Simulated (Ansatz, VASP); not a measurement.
**One calculation of MgO, two programs**

```
CELL_PARAMETERS angstrom
3.11650 0.00000 0.00000
-1.55825 2.69897 0.00000
0.00000 0.00000 9.95320
ATOMIC_POSITIONS crystal
Mg 0.33333 0.66667 0.96949
Mg 0.00000 0.00000 0.22082
Mg 0.00000 0.00000 0.72082
Mg 0.66667 0.33333 0.46949
O 0.33333 0.66667 0.78004
O 0.00000 0.00000 0.52964
O 0.00000 0.00000 0.02964
O 0.66667 0.33333 0.28004
```

Alike in both runs: task single point; functional PBE; k mesh 9 × 9 × 2; occupations gaussian, width 0.05 eV; no spin polarisation.

```csv
,VASP,Ansatz
version,VASP 6.6.1,Ansatz 0.2.0
potentials or method,"VASP PAW PBE potentials, release 64 (Mg, O)","scalar-relativistic, plane waves, PAW"
plane-wave cutoff (eV),520,520
valence electrons in the cell,32,64
```

```tsv
	VASP	Ansatz	Ansatz less VASP
gap on the k mesh at the Fermi level (eV)	4.36	4.38	+0.014
least direct gap on the mesh (eV)	4.36	4.38	+0.014
pressure (GPa)	24.5	24.7	+0.17
largest component of the traceless stress (GPa)	0.12	0.10	-0.017
rms of the force components (eV/Å)	0.061	0.060	-0.0007
```

Atom by atom the forces differ by 0.001 eV/Å (rms over components). With one functional, cell and mesh, what is left measures potentials, basis and numerics. The two sets of potentials don't hold the same shells in valence.

Caveats: so large a pressure means that the cell lies far from this level's equilibrium, or that cutoff or potentials fall short (VASP).
